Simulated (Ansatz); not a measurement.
# P: the cost of one run

Computed with Ansatz 0.2.0 (DFT PBE, scalar-relativistic, plane waves, PAW, unless a step's input says otherwise).

3 further runs of the same task are left out: 2 that didn't finish, 1 set aside as unsound or not needed.

## (1) The starting structure

The structure is hexagonal, space group P6_3/mmc (No. 194). Conventional cell: a = 6.345 Å, b = 6.345 Å, c = 3.620 Å, α = 90.00°, β = 90.00°, γ = 120.00°. Around P (site symmetry mm2) lie 4 P at 2.06 to 2.22 Å.

As a file:

```cif
data_structure
_symmetry_space_group_name_H-M 'P 1'
_symmetry_Int_Tables_number 1
_cell_length_a 6.3453
_cell_length_b 6.3453
_cell_length_c 3.6197
_cell_angle_alpha 90.000
_cell_angle_beta 90.000
_cell_angle_gamma 120.000
_cell_volume 126.21
loop_
_atom_site_label
_atom_site_type_symbol
_atom_site_fract_x
_atom_site_fract_y
_atom_site_fract_z
_atom_site_occupancy
P1 P 0.88326 0.44163 0.25000 1
P2 P 0.44163 0.88326 0.75000 1
P3 P 0.44163 0.55837 0.75000 1
P4 P 0.11674 0.55837 0.75000 1
P5 P 0.55837 0.44163 0.25000 1
P6 P 0.55837 0.11674 0.25000 1
```

The cell is invented: 4-connected net of one element (P6_3/mmc, No. 194). The dimensions are guesses.

## (2) A first look at the guess

The input, input.yaml:

```yaml
crystal:
  lattice:
    - [6.34529469, 0.0, 0.0]
    - [-3.17264734, 5.49518639, 0.0]
    - [0.0, 0.0, 3.61969375]
  atoms:
    - { symbol: P, position: [0.88325751, 0.44162875, 0.25] }
    - { symbol: P, position: [0.44162875, 0.88325751, 0.75] }
    - { symbol: P, position: [0.44162875, 0.55837125, 0.75] }
    - { symbol: P, position: [0.11674249, 0.55837125, 0.75] }
    - { symbol: P, position: [0.55837125, 0.44162875, 0.25] }
    - { symbol: P, position: [0.55837125, 0.11674249, 0.25] }
basis:
  ecutwfc: 420
kpoints:
  mp_grid: { grid: [3, 3, 6] }
hamiltonian:
  xc: pbe
scf:
  occupations: { method: gaussian, width: 0.1 }
  lower_state_search: "off"
output:
  forces: true
  stress: true
  eigenvalues: true
```

Command:

```sh
> ansatz run input.yaml --threads 1 --pin off --max-ram 2560MiB --backend cpu --events-out ev --progress --plain --runs-dir out
```

**Question.** How long does this run take on 1 thread of Arm Neoverse V1, shared host, and how much memory does it need?

About 2.7 s, with a peak of 0.33 GiB.
